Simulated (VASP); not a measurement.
Set up this calculation in VASP 6.6.1, as the native input.

```yaml
Task: relaxation of cell and atoms
Functional: LDA
Potentials_or_basis: VASP PAW LDA potentials, release 64 (Mg, S)
Cutoff: 600 eV
k_mesh: 10 × 10 × 10
Occupations: gaussian, width 0.02 eV
Spin: no spin polarisation
Further_INCAR_settings: ALGO = Normal; EDIFF = 1e-06; IBRION = 2; EDIFFG = -0.005; NSW = 60; ISIF = 3
```

The structure of MgS lies in POSCAR:

```
MgS
1.0
    0.0000000000      2.5950000000      2.5950000000
    2.5950000000      0.0000000000      2.5950000000
    2.5950000000      2.5950000000      0.0000000000
Mg S
1 1
Direct
    0.0000000000      0.0000000000      0.0000000000
    0.5000000000      0.5000000000      0.5000000000
```

The cell was built by a generator and needn't be a form met in nature.

The input as run:

INCAR

```
ALGO     = Normal         # electronic algorithm
EDIFF    = 1E-6           # SCF threshold, eV
EDIFFG   = -0.005         # ionic threshold
ENCUT    = 600            # plane-wave cutoff, eV
GGA      = CA             # functional
IBRION   = 2              # ionic algorithm
ISIF     = 3              # what is computed and relaxed
ISMEAR   = 0              # smearing method
LASPH    = T              # aspherical terms in the spheres
LCHARG   = F              # write CHGCAR
LREAL    = F              # projectors in reciprocal space
LWAVE    = F              # write WAVECAR
NELM     = 120            # most SCF steps
NSW      = 60             # ionic steps
PREC     = Accurate       # precision mode
SIGMA    = 0.02           # smearing width, eV
```

KPOINTS

```
k-points
0
Gamma
  10 10 10
```

Potentials or basis: VASP PAW LDA potentials, release 64 (Mg, S).

The run is started by

```sh
$ cat potpaw_LDA.64/Mg/POTCAR potpaw_LDA.64/S/POTCAR > POTCAR
$ mpirun -np 1 vasp_std > vasp.out
```

Results of the run:

| Property | Result |
| --- | --- |
| Relaxed volume | 16.76 Å³/atom |
| Relaxed cell | a = 3.619 Å, b = 3.619 Å, c = 3.619 Å, α = 60.00°, β = 60.00°, γ = 60.00° |
| Space group after relaxing (to 0.05 Å) | Fm-3m (No. 225) |
| Energy gained by relaxing | 7.6 meV/atom |
| Ionic steps | 3 |
| Pressure after relaxing | 0.0 GPa |
| Band gap on the k mesh | 2.66 eV, indirect (least direct gap 3.89 eV) |

Run time: 41 s on 1 thread of Intel(R) Xeon(R) Platinum 8375C CPU @ 2.90GHz (Ice Lake), with other jobs on the host, peak memory 0.16 GiB.
